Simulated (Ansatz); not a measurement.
The system is PbS (Galena).

```
CELL_PARAMETERS angstrom
0.00000 2.96575 2.96575
2.96575 0.00000 2.96575
2.96575 2.96575 0.00000
ATOMIC_POSITIONS crystal
Pb 0.00000 0.00000 0.00000
S 0.50000 0.50000 0.50000
```

Program: Ansatz 0.2.0. Alike in all runs: no spin polarisation; cell as given; k mesh 8 × 8 × 8. Hardware: 2 threads of INTEL(R) XEON(R) PLATINUM 8581C CPU @ 2.10GHz (Emerald Rapids), with other jobs on the host.

**Question.** Order these runs on this cell by their wall time, lowest first.
A. task single point; level PBE; potentials or basis Ansatz PAW; cutoff (eV) 500; smearing fermi-dirac 0.05 eV
B. task band structure; level LDA; potentials or basis PseudoDojo standard (LDA files); cutoff (eV) 762; smearing fermi-dirac 0.05 eV; points for each segment of the path 14
C. task Born charges and dielectric tensor; level LDA; potentials or basis Ansatz PAW; cutoff (eV) 420; smearing fixed

**Answer.** A (0.93 s), B (2.6 s), C (14 s).

Not every run made on this cell is shown here.
